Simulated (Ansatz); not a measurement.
**Where the states of Te₂Mo lie**

```cif
data_structure
_symmetry_space_group_name_H-M 'P 1'
_symmetry_Int_Tables_number 1
_cell_length_a 3.5091
_cell_length_b 3.5091
_cell_length_c 7.9014
_cell_angle_alpha 90.000
_cell_angle_beta 90.000
_cell_angle_gamma 120.000
_cell_volume 84.26
loop_
_atom_site_label
_atom_site_type_symbol
_atom_site_fract_x
_atom_site_fract_y
_atom_site_fract_z
_atom_site_occupancy
Mo1 Mo 0.00000 0.00000 0.00000 1
Te1 Te 0.33333 0.66667 0.23539 1
Te2 Te 0.66667 0.33333 0.76461 1
```

The runs use the primitive cell with vectors (3.509, 0.000, 0.000), (-1.755, 3.039, 0.000), (0.000, 0.000, 7.901) Å, to which the k mesh refers.

The structure comes from a relaxation in the same program, started in the CdI2 type, and has space group P-3m1. Whether it is a known phase or the ground state wasn't checked.

Spin–orbit coupling is left out, though it moves levels of the heavy atoms by tenths of an eV or more.

All numbers below come from Ansatz 0.2.0, DFT, PBE, all-electron LAPW, scalar-relativistic.

Sampling and basis: a Γ-centred 12×12×7 k mesh, Fermi–Dirac smearing of 0.05 eV, basis error target 1 meV/atom, no spin polarisation.

States per eV and cell, averaged over 0.6 eV, from -5.8 to 3.6 eV, with energies (bin centres) from the Fermi level; empty bins are left out. The partial columns, the largest 4 alone, are projections on Löwdin-orthogonalised atomic shells (those that the program's projection atoms carry: the occupied ones and, for some elements, an empty d or f shell; other empty shells have no column), summed over atoms of an element. Weights on diffuse s and p shells depend on that basis and aren't pure angular character.

| E (eV) | total | Te 5p | Mo 4d | Te 5s | Mo 5s |
| --- | --- | --- | --- | --- | --- |
| -5.6 | 1.17 | 0.77 | 0.24 | 0.04 | 0.09 |
| -5.0 | 2.93 | 2.18 | 0.53 | 0.08 | 0.09 |
| -4.4 | 1.56 | 1.02 | 0.41 | 0.06 | 0.06 |
| -3.8 | 3.34 | 2.02 | 1.06 | 0.12 | 0.07 |
| -3.2 | 2.71 | 1.53 | 1.02 | 0.10 | 0.03 |
| -2.6 | 3.94 | 2.23 | 1.53 | 0.10 | 0.02 |
| -2.0 | 2.63 | 1.39 | 1.09 | 0.08 | 0.01 |
| -1.4 | 1.15 | 0.48 | 0.63 | 0.02 | 0.00 |
| -0.8 | 2.65 | 1.07 | 1.51 | 0.01 | 0.01 |
| -0.2 | 0.99 | 0.37 | 0.59 | 0.00 | 0.01 |
| 0.4 | 2.95 | 0.90 | 1.93 | 0.04 | 0.02 |
| 1.0 | 3.38 | 1.08 | 2.18 | 0.02 | 0.04 |
| 1.6 | 1.70 | 0.75 | 0.75 | 0.04 | 0.04 |
| 2.2 | 1.56 | 0.67 | 0.66 | 0.06 | 0.03 |
| 2.8 | 3.27 | 1.52 | 1.25 | 0.10 | 0.13 |
| 3.4 | 0.41 | 0.24 | 0.13 | 0.01 | 0.01 |

Task: Which of the resolved shells contributes most within 0.3 eV of the Fermi level?

Result: Mo 4d, with 61 % of all states there; Te 5p follows with 35 %.

Task: Where is the centre of the filled Mo 4d states between -14 eV and the top of the filled states?

Result: -2.94 eV from the Fermi level.
